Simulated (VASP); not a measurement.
# GaSb (F-43m) in VASP: a series of runs

GaSb is run at these levels: PBEsol, PBE, RPBE+D3(BJ), revPBE+D4; tasks: single point.

Program: VASP 6.6.1. These are calculated values, not measurements. Logs are shortened: lines on timing, memory, paths and dates and some standing lists are left out, and cuts for length are marked.

**The experiment to reproduce.**

From a printed reference work, data compilation, for a bulk crystal of GaSb at 4.2 K: band gap 0.811 eV (direct).

The results are compared with them further down.

### 1 The cell of the first run

It takes space group F-43m (No. 216, cubic). Conventional cell: a = 6.238 Å, b = 6.238 Å, c = 6.238 Å, α = 90.00°, β = 90.00°, γ = 90.00°. Sb (site symmetry -43m) has 4 Ga at 2.70 Å within 3.6 Å. Ga (site symmetry -43m) has 4 Sb at 2.70 Å within 3.6 Å.

### 2 Single point, PBEsol (volume scaled by 1.06)

INCAR

```
ALGO = Normal
EDIFF = 1E-7
ENCUT = 520
GGA = PS
ISIF = 2
ISMEAR = -1
LASPH = True
LCHARG = False
LREAL = False
LWAVE = False
NBANDS = 16
NELM = 80
PREC = Accurate
SIGMA = 0.05
```

KPOINTS

```
k-points
0
Gamma
  8 8 8
```

POSCAR

```
GaSb
1.0
    0.0000000000      3.1189956238      3.1189956238
    3.1189956238      0.0000000000      3.1189956238
    3.1189956238      3.1189956238      0.0000000000
Sb Ga
1 1
Direct
    0.7500000000      0.7500000000      0.7500000000
    0.0000000000      0.0000000000      0.0000000000
```

Potentials or basis: VASP PAW PBE potentials, release 64 (Sb, Ga_d).

Launch:

```bash
$ cat potpaw_PBE.64/Sb/POTCAR potpaw_PBE.64/Ga_d/POTCAR > POTCAR
$ mpirun -np 1 vasp_std > vasp.out
```

OUTCAR:

```text
EDIFF = 1E-7
   ENCUT = 520
   GGA = PS
   ISIF = 2
   ISMEAR = -1
   LASPH = True
   LREAL = False
   NELM = 80
   PREC = Accurate

 ion  position               nearest neighbor table
   1  0.750  0.750  0.750-   2 2.70   2 2.70   2 2.70   2 2.70
   2  0.000  0.000  0.000-   1 2.70   1 2.70   1 2.70   1 2.70

  LATTYP: Found a face centered cubic cell.
 ALAT       =     6.2379912476

  Lattice vectors:

 A1 = (   0.0000000000,   3.1189956238,   3.1189956238)
 A2 = (   3.1189956238,   0.0000000000,   3.1189956238)
 A3 = (   3.1189956238,   3.1189956238,   0.0000000000)

Analysis of symmetry for initial positions (statically):
=====================================================================
 Subroutine PRICEL returns:
 Original cell was already a primitive cell.

 Routine SETGRP: Setting up the symmetry group for a
 face centered cubic supercell.

 Subroutine GETGRP returns: Found 24 space group operations
 (whereof 24 operations were pure point group operations)
 out of a pool of 48 trial point group operations.

The static configuration has the point symmetry T_d .

Analysis of symmetry for dynamics (positions and initial velocities):
=====================================================================
 Subroutine PRICEL returns:
 Original cell was already a primitive cell.

 Routine SETGRP: Setting up the symmetry group for a
 face centered cubic supercell.

 Subroutine GETGRP returns: Found 24 space group operations
 (whereof 24 operations were pure point group operations)
 out of a pool of 48 trial point group operations.

The dynamic configuration has the point symmetry T_d .

 Subroutine INISYM returns: Found 24 space group operations
 (whereof 24 operations are pure point group operations),
 and found     1 'primitive' translations

----------------------------------------------------------------------------------------

                                     Primitive cell

  volume of cell :      60.6840

  direct lattice vectors                    reciprocal lattice vectors
     0.000000000  3.118995624  3.118995624    -0.160308016  0.160308016  0.160308016
     3.118995624  0.000000000  3.118995624     0.160308016 -0.160308016  0.160308016
     3.118995624  3.118995624  0.000000000     0.160308016  0.160308016 -0.160308016

  length of vectors
     4.410925912  4.410925912  4.410925912     0.277661628  0.277661628  0.277661628

  position of ions in fractional coordinates (direct lattice)
     0.750000000  0.750000000  0.750000000
     0.000000000  0.000000000  0.000000000

  ion indices of the primitive-cell ions
   primitive index   ion index
                 1           1
                 2           2

----------------------------------------------------------------------------------------

 KPOINTS: k-points

Automatic generation of k-mesh.
 Grid dimensions read from file:
 generate k-points for:    8    8    8

 Generating k-lattice:

  Cartesian coordinates                     Fractional coordinates (reciprocal lattice)
    -0.020038502  0.020038502  0.020038502     0.125000000  0.000000000  0.000000000
     0.020038502 -0.020038502  0.020038502     0.000000000  0.125000000  0.000000000
     0.020038502  0.020038502 -0.020038502     0.000000000  0.000000000  0.125000000

  Length of vectors
     0.034707704  0.034707704  0.034707704

  Shift w.r.t. Gamma in fractional coordinates (k-lattice)
     0.000000000  0.000000000  0.000000000

 Subroutine IBZKPT returns following result:
 ===========================================

 Found     29 irreducible k-points:

 Following reciprocal coordinates:
            Coordinates               Weight
  0.000000  0.000000  0.000000      1.000000
  0.125000  0.000000  0.000000      8.000000
  0.250000  0.000000  0.000000      8.000000
  0.375000  0.000000  0.000000      8.000000
  0.500000  0.000000  0.000000      4.000000
  0.125000  0.125000  0.000000      6.000000
[... 16 lines left out ...]
  0.500000  0.250000  0.125000     48.000000
 -0.375000  0.250000  0.125000     24.000000
 [... further k-points ...]
   k-points           NKPTS =     29   k-points in BZ     NKDIM =     29   number of bands    NBANDS=     16
   number of dos      NEDOS =    301   number of ions     NIONS =      2
   total plane-waves  NPLWV =  46656
   dimension x,y,z NGX =    36 NGY =   36 NGZ =   36
   dimension x,y,z NGXF=    72 NGYF=   72 NGZF=   72
   ions per type =               1   1
   NGX,Y,Z   is equivalent  to a cutoff of  13.57, 13.57, 13.57 a.u.
   NGXF,Y,Z  is equivalent  to a cutoff of  27.14, 27.14, 27.14 a.u.
 SYSTEM =  unknown system
   PREC   = accura    normal or accurate (medium, high low for compatibility)
   ISTART =      0    job   : 0-new  1-cont  2-samecut
   ICHARG =      2    charge: 1-file 2-atom 10-const
   ISPIN  =      1    spin polarized calculation?
   LNONCOLLINEAR =      F non collinear calculations
   LSORBIT =      F    spin-orbit coupling
   LASPH  =      T    aspherical Exc in radial PAW
   ENCUT  =  520.0 eV  38.22 Ry    6.18 a.u.   8.20  8.20  8.20*2*pi/ulx,y,z
   NELM   =     80;   NELMIN=  2; NELMDL= -5     # of ELM steps
   EDIFF  = 0.1E-06   stopping-criterion for ELM
   LREAL  =      F    real-space projection
   EDIFFG = 0.1E-05   stopping-criterion for IOM
   NSW    =      0    number of steps for IOM
   IBRION =     -1    ionic relax: 0-MD 1-quasi-New 2-CG
   NFREE  =      0    steps in history (QN), initial steepest desc. (CG)
   ISIF   =      2    stress and relaxation
   ISYM   =      2    0-nonsym 1-usesym 2-fastsym
   POTIM  = 0.5000    time-step for ionic-motion
   TEBEG  =    0.0;   TEEND  =   0.0 temperature during run
   PSTRESS=    0.0 pullay stress
   NELECT =      18.0000    total number of electrons
   NUPDOWN=      -1.0000    fix difference up-down
   EMIN   =  10.00;   EMAX   =-10.00  energy-range for DOS
   EFERMI =   0.00;   METHOD = LEGACY
   ISMEAR =    -1;   SIGMA  =   0.05  broadening in eV -4-tet -1-fermi 0-gaus
   EFERMI_NEDOS =   21; number of points for ismear=-14 and -15
   IALGO  =     38    algorithm
   IMIX   =      4    mixing-type and parameters
     AMIX     =   0.40;   BMIX     =  1.00
     AMIX_MAG =   1.60;   BMIX_MAG =  1.00
  volume/ion in A,a.u.               =      30.34       204.76
  Fermi-wavevector in a.u.,A,eV,Ry     =   1.091794  2.063192 16.218352  1.192015
  Thomas-Fermi vector in A             =   2.228047
   LORBIT       =      0    0 simple, 1 ext, 2 COOP (PROOUT), +10 PAW based schemes
   GGA     = PS    functional components
   LHFCALC =     F    Hartree Fock is set to
   AEXX    =    0.0000 exact exchange contribution
   IVDW    =     0    specifies the selected vdW correction
   LEPSILON=     F    determine dielectric tensor
   LRPA    =     F    only Hartree local field effects (RPA)
 non-spin polarized calculation
  energy-cutoff  :      520.00
  volume of cell :       60.68
 maximum number of plane-waves:      1660
 NGX is ok and might be reduce to    36
   NGX = 17   NGY = 17   NGZ = 17

 number of electron      17.9999993 magnetization

 Free energy of the ion-electron system (eV)
  ---------------------------------------------------
  ext. energy  EPLUGINS =         0.00000000
  ---------------------------------------------------
  free energy    TOTEN  =        -8.11748566 eV

  energy without entropy =       -8.11688197  energy(sigma->0) =       -8.11718381

 E-fermi :   4.1926     XC(G=0):  -9.0147

 val. band max:        4.1575188813   @ k =   0.0000   0.0000   0.0000
 cond. band min:       4.3888540988   @ k =   0.5000   0.0000   0.0000
 fundamental gap:      0.2313352175
 Fermi energy:         4.1926445020

 k-point     1 :       0.0000    0.0000    0.0000
  band No.  band energies     occupation
      1     -10.7369      2.00000
      2     -10.7369      2.00000
      3     -10.7369      2.00000
      4     -10.6950      2.00000
      5     -10.6950      2.00000
      6      -6.9557      2.00000
[... 8 lines left out ...]
     15      12.6416      0.00000
     16      12.6416      0.00000

 k-point     2 :       0.1250    0.0000    0.0000
  band No.  band energies     occupation
      1     -10.7402      2.00000
      2     -10.7354      2.00000
      3     -10.7354      2.00000
      4     -10.6952      2.00000
      5     -10.6952      2.00000
      6      -6.8067      2.00000
[... 8 lines left out ...]
     15      11.8696      0.00000
     16      11.8696      0.00000

 k-point     3 :       0.2500    0.0000    0.0000
  band No.  band energies     occupation
      1     -10.7481      2.00000
      2     -10.7321      2.00000
      3     -10.7321      2.00000
      4     -10.6953      2.00000
      5     -10.6953      2.00000
      6      -6.3845      2.00000
[... 8 lines left out ...]
     15      11.6501      0.00000
     16      11.6501      0.00000

 k-point     4 :       0.3750    0.0000    0.0000
  band No.  band energies     occupation
      1     -10.7558      2.00000
      2     -10.7292      2.00000
      3     -10.7292      2.00000
      4     -10.6950      2.00000
      5     -10.6950      2.00000
      6      -5.8069      2.00000
[... 8 lines left out ...]
     15      12.5422      0.00000
     16      12.5422      0.00000

 k-point     5 :       0.5000    0.0000    0.0000
  band No.  band energies     occupation
      1     -10.7590      2.00000
      2     -10.7281      2.00000
      3     -10.7281      2.00000
      4     -10.6947      2.00000
      5     -10.6947      2.00000
      6      -5.4703      2.00000
[... 8 lines left out ...]
     15      13.8070      0.00000
     16      13.8078      0.00000

 k-point     6 :       0.1250    0.1250    0.0000
  band No.  band energies     occupation
      1     -10.7429      2.00000
      2     -10.7341      2.00000
      3     -10.7341      2.00000
      4     -10.6961      2.00000
      5     -10.6945      2.00000
      6      -6.7564      2.00000
[... 8 lines left out ...]
     15      10.9017      0.00000
     16      12.8380      0.00000
[... 267 lines left out ...]
 k-point    21 :       0.5000    0.5000    0.0000
  band No.  band energies     occupation
      1     -10.7737      2.00000
      2     -10.7169      2.00000
      3     -10.7169      2.00000
      4     -10.7044      2.00000
      5     -10.6914      2.00000
      6      -4.7249      2.00000
[... 8 lines left out ...]
     15      14.4578      0.00000
     16      15.1929      0.00000

 k-point    22 :       0.3750    0.2500    0.1250
  band No.  band energies     occupation
      1     -10.7561      2.00000
      2     -10.7282      2.00000
      3     -10.7271      2.00000
      4     -10.6981      2.00000
      5     -10.6938      2.00000
      6      -6.0169      2.00000
[... 8 lines left out ...]
     15      12.9167      0.00000
     16      13.1987      0.00000

 k-point    23 :       0.5000    0.2500    0.1250
  band No.  band energies     occupation
      1     -10.7614      2.00000
      2     -10.7263      2.00000
      3     -10.7243      2.00000
      4     -10.6980      2.00000
      5     -10.6941      2.00000
      6      -5.4663      2.00000
[... 8 lines left out ...]
     15      12.6582      0.00000
     16      14.0491      0.00000

 k-point    24 :      -0.3750    0.2500    0.1250
  band No.  band energies     occupation
      1     -10.7633      2.00000
      2     -10.7257      2.00000
      3     -10.7232      2.00000
      4     -10.6974      2.00000
      5     -10.6947      2.00000
      6      -5.1478      2.00000
[... 8 lines left out ...]
     15      13.5987      0.00000
     16      14.0201      0.00000

 [... further k-points ...]
[... 5 lines left out ...]
  --------------------------------------------------------------------------------------
  -------------------------------------------------------------------------------------
  Total       -1.0077815     -1.0077815     -1.0077815      0.0000000      0.0000000      0.0000000
  in kB      -26.6074152    -26.6074152    -26.6074152      0.0000000      0.0000000      0.0000000
  external PRESSURE =     -26.6074152 kB  Pullay stress =       0.0000000 kB

 VOLUME and BASIS-vectors are now :
 -----------------------------------------------------------------------------
  energy-cutoff  :      520.00
  volume of cell :       60.68
      direct lattice vectors                 reciprocal lattice vectors
     0.000000000  3.118995624  3.118995624    -0.160308016  0.160308016  0.160308016
     3.118995624  0.000000000  3.118995624     0.160308016 -0.160308016  0.160308016
     3.118995624  3.118995624  0.000000000     0.160308016  0.160308016 -0.160308016

 POSITION                                       TOTAL-FORCE (eV/Angst)
 -----------------------------------------------------------------------------------
      4.67849      4.67849      4.67849        -0.000000     -0.000000     -0.000000
      0.00000      0.00000      0.00000         0.000000      0.000000      0.000000
 -----------------------------------------------------------------------------------
    total drift:                               -0.000000     -0.000000     -0.000000

  FREE ENERGIE OF THE ION-ELECTRON SYSTEM (eV)
  ---------------------------------------------------
  free  energy   TOTEN  =        -8.1174856586 eV

  energy  without entropy=       -8.1168819685  energy(sigma->0) =       -8.11718381
```

Wall time 45 s (1 thread of AMD EPYC 7R43 (Zen 3), shared host); peak memory 0.18 GiB.

Results:

```yaml
Free_energy: -8.1175 eV
Pressure: -2.7 GPa
Band_gap_on_the_k_mesh: zero (filled and empty bands touch)
```

Caveat: the cell differs from its parent crystal (volume scaled by 1.06); the PAW data sets were made with another functional, which shifts forces and pressure a little; spin-orbit coupling is left out, which moves the levels of the heavy elements.

### 3 Single point, PBE

This run uses another cell than the first one, of 28.62 Å³/atom, 0.943 times its volume.

INCAR

```
PREC = Accurate
ENCUT = 520
EDIFF = 1E-7
ISMEAR = -1
SIGMA = 0.05
LREAL = F
LASPH = T
NELM = 80
ALGO = Normal
ISIF = 2
LWAVE = F
LCHARG = T
GGA = PE
LELF = T
LVHAR = T
NBANDS = 16
```

KPOINTS

```
Automatic mesh
0
Gamma
  3 3 3
```

POSCAR

```
GaSb
1.0
    0.0000000000      3.0590000000      3.0590000000
    3.0590000000      0.0000000000      3.0590000000
    3.0590000000      3.0590000000      0.0000000000
Sb Ga
1 1
Direct
    0.7500000000      0.7500000000      0.7500000000
    0.0000000000      0.0000000000      0.0000000000
```

Potentials or basis: VASP PAW PBE potentials, release 64 (Sb, Ga_d).

Launch:

```bash
$ cat potpaw_PBE.64/Sb/POTCAR potpaw_PBE.64/Ga_d/POTCAR > POTCAR
$ mpirun -np 1 vasp_std > vasp.out
```

Wall time 6.7 s (1 thread of Intel Xeon Platinum 8259CL at 2.50GHz (Skylake/Cascade Lake), shared host); peak memory 0.17 GiB.

Results (log left out):

* Free energy: -6.7532 eV
* Pressure: 4.3 GPa

Levels at points of the mesh, in eV from the Fermi level:
| k point | band 5 | band 6 | band 7 | band 8 | band 9 | band 10 | band 11 | band 12 | band 13 | band 14 |
| --- | --- | --- | --- | --- | --- | --- | --- | --- | --- | --- |
| (0.00, 0.00, 0.00) | -15.10 | -11.54 | -0.06 | -0.06 | -0.06 | -0.03 | 2.66 | 2.66 | 2.66 | 5.78 |

Caveat: the k points lie up to 0.59 Å⁻¹ apart; spin-orbit coupling is left out, which moves the levels of the heavy elements.

### 4 Single point, RPBE+D3(BJ)

This run uses another cell than the first one, of 26.91 Å³/atom, 0.887 times its volume.

INCAR

```
PREC     = Accurate       # precision mode
ENCUT    = 520            # plane-wave cutoff, eV
EDIFF    = 1E-6           # SCF threshold, eV
ISMEAR   = -1             # smearing method
SIGMA    = 0.05           # smearing width, eV
LREAL    = F              # projectors in reciprocal space
LASPH    = T              # aspherical terms in the spheres
NELM     = 80             # most SCF steps
ALGO     = Normal         # electronic algorithm
ISIF     = 2              # what is computed and relaxed
LWAVE    = F              # write WAVECAR
LCHARG   = F              # write CHGCAR
GGA      = RP             # functional
IVDW     = 12             # dispersion correction
NBANDS   = 16             # bands
```

KPOINTS

```
Automatic mesh
0
Gamma
  8 8 8
```

POSCAR

```
GaSb
1.0
    0.0000000000      2.9965539066      2.9965539066
    2.9965539066      0.0000000000      2.9965539066
    2.9965539066      2.9965539066      0.0000000000
Sb Ga
1 1
Direct
    0.7500000000      0.7500000000      0.7500000000
    0.0000000000      0.0000000000      0.0000000000
```

Launch:

```bash
$ cat potpaw_PBE.64/Sb/POTCAR potpaw_PBE.64/Ga_d/POTCAR > POTCAR
$ mpirun -np 1 vasp_std > vasp.out
```

Run time: 17 s. Hardware: 1 thread of Intel Xeon Platinum 8259CL at 2.50GHz (Skylake/Cascade Lake), shared host; peak memory 0.19 GiB.

It converged, with:

```yaml
Free_energy: -9.7174 eV
Pressure: -2.7 GPa
Band_gap_on_the_k_mesh: 0.58 eV, direct
Dispersion_energy_per_atom: -1.596 eV
```

Levels at points of the mesh, in eV from the valence-band top:
```csv
k point,band 6,band 7,band 8,band 9,band 10,band 11,band 12,band 13
"(0.00, 0.00, 0.00)",-11.89,0.00,0.00,0.00,0.58,2.77,2.77,2.77
"(0.50, 0.00, 0.00)",-10.11,-6.65,-1.26,-1.26,0.61,3.76,3.76,6.57
"(0.50, 0.50, 0.00)",-9.19,-7.08,-2.79,-2.79,0.90,1.21,9.12,9.12
```

Caveat: the PAW data sets were made with another functional, which shifts forces and pressure a little; spin-orbit coupling is left out, which moves the levels of the heavy elements.

(Part 1 of 2 ends here.)
